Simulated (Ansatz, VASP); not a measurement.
# Si in VASP and in Ansatz

```xyz
2
Lattice="2.5901 0.0000 0.0000 -1.2950 2.2431 0.0000 0.0000 0.0000 4.4011" Properties=species:S:1:pos:R:3 pbc="T T T"
Si    0.0000    1.4954    1.1003
Si    1.2950    0.7477    3.3008
```

Alike in both runs: functional PBE; k mesh 16 × 16 × 9; occupations fermi-dirac, width 0.08 eV; no spin polarisation.

Ansatz relaxed the structure, and its values are those at the end. VASP's run is a single point on that final structure, the one shown.

|  | VASP | Ansatz |
| --- | --- | --- |
| version | VASP 6.6.1 | Ansatz 0.2.0 |
| potentials or method | VASP PAW PBE potentials, release 64 (Si), cutoff 520 eV | all-electron LAPW, scalar-relativistic |

|  | VASP | Ansatz | Ansatz less VASP |
| --- | --- | --- | --- |
| pressure (GPa) | 12.9 | 13.0 | +0.13 |

Ansatz ran all-electron here, so the differences hold the error of VASP's frozen core and of both bases.
